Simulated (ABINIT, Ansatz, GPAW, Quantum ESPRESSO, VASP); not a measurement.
# CuAu: programs and potentials compared

```
Au Cu
1.0
     2.81075    0.00000    0.00000
     0.00000    2.81075    0.00000
     0.00000    0.00000    3.68500
Au Cu
1 1
Direct
  0.00000 0.00000 0.00000
  0.50000 0.50000 0.50000
```

Alike in all runs: task single point; functional PBE; k mesh 9 × 9 × 7; occupations fermi-dirac, width 0.05 eV; no spin polarisation; no spin-orbit coupling. Pressure is positive in compression and, in plane waves, holds the error of the finite cutoff, which Ansatz's Pulay term estimates and takes out.

```tsv
program and potentials	plane-wave cutoff (eV)	notes	pressure (GPa)
GPAW, GPAW PAW data sets (gpaw-data 1.2.1)	600	11 valence electrons an atom on average	6.53
Ansatz, all-electron LAPW, scalar-relativistic	-	-	4.51
VASP, PBE PAW files Au, Cu, 520 eV	520	11 valence electrons an atom on average	4.50
Ansatz, Ansatz PAW (earlier soft set)	420	19 valence electrons an atom on average; Pulay term of +0.11 GPa included	4.48
ABINIT, JTH PAW PBE v2.0	707	15 valence electrons an atom on average	?
Quantum ESPRESSO, SSSP 1.3 efficiency PBE	816	15 valence electrons an atom on average	3.98
```

Question: Estimate from the other rows what the run with ABINIT, JTH PAW PBE v2.0 gave.

Answer: Pressure 4.65 GPa. The other rows, which needn't bracket it: pressure 3.98 to 6.53.
